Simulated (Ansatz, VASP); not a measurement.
# PtSe2 (Sudovikovite) in VASP and in Ansatz

```
Pt Se
1.0
     3.72400    0.00000    0.00000
    -1.86200    3.22508    0.00000
     0.00000    0.00000    5.06200
Pt Se
1 2
Direct
  0.00000 0.00000 0.00000
  0.66667 0.33333 0.75000
  0.33333 0.66667 0.25000
```

Alike in both runs: functional PBEsol; k mesh 8 × 8 × 5; occupations fermi-dirac, width 0.05 eV; no spin polarisation; Hubbard terms Pt d U = 4.0 eV.

|  | VASP | Ansatz |
| --- | --- | --- |
| version | VASP 6.6.1 | Ansatz 0.2.0 |
| potentials or method | VASP PAW PBE potentials, release 64 (Pt, Se), cutoff 520 eV | all-electron LAPW, scalar-relativistic |
| task | single point | density of states |

Ansatz gave:

- gap on the k mesh at the Fermi level (eV): none
- pressure (GPa): 2.4
- largest component of the traceless stress (GPa): 1.20
- rms of the force components (eV/Å): 0.209

Q: What did VASP give for the same quantities?

A: gap on the k mesh at the Fermi level (eV): none; pressure (GPa): -0.3; largest component of the traceless stress (GPa): 0.10; rms of the force components (eV/Å): 0.076.

The programs project onto different local orbitals, so the same U acts differently. Atom by atom the forces differ by 0.133 eV/Å (rms over components). A gap of «none» marks a metal or a gap that the smearing closes. Ansatz ran all-electron here, so the differences hold the error of VASP's frozen core and of both bases.

Caveats: U without spin polarisation on a metal has little footing; the PAW data sets were made with another functional, which shifts forces and pressure a little (VASP); U is the effective U less J, on atomic orbitals that reach past the spheres (Ansatz); the density of states is complete only up to the lowest level of the last band computed (Ansatz). The runs have no spin-orbit coupling, so splittings on Pt are missing.
